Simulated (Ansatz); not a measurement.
Crystal: Ag.

```
Ag
1.0
    -1.65565    1.65565    1.65565
     1.65565   -1.65565    1.65565
     1.65565    1.65565   -1.65565
Ag
1
Cartesian
  0.0000 0.0000 0.0000
```

This isn't the form of Ag at room conditions, which is fcc.

| Item | Value |
| --- | --- |
| Program | Ansatz 0.2.0 |
| Task | single point |
| Functional | PBEsol |
| Potentials or basis | Ansatz PAW |
| Cutoff | 420 eV (not typed: the program's choice for these potentials) |
| k mesh | 11 × 11 × 11 |
| Occupations | fermi-dirac, width 0.05 eV |
| Spin | no spin polarisation |

On this cell: pressure -7.3 GPa; band gap on the k mesh none (metal or under the smearing width).

The same run follows on a disturbed copy (cell strained at random at fixed volume):

```xyz
1
Lattice="-1.6674 1.7097 1.6780 1.6448 -1.6625 1.6082 1.6497 1.6448 -1.6308" Properties=species:S:1:pos:R:3 pbc="T T T"
Ag   -0.0324    0.0239   -0.0218
```

Problem. What does the disturbed cell give?

Solution. The energy (extrapolated to zero smearing) moves by +2.2 meV/atom; pressure -7.2 GPa; band gap on the k mesh none (metal or under the smearing width).

Stress tensor (GPa, compression positive):
```
-7.29  0.47  0.59
 0.47 -6.97 -1.40
 0.59 -1.40 -7.42
```

Caveats: the PAW data sets come from PBE, with cores solved anew for the run's functional, which leaves a small shift of forces and pressure.
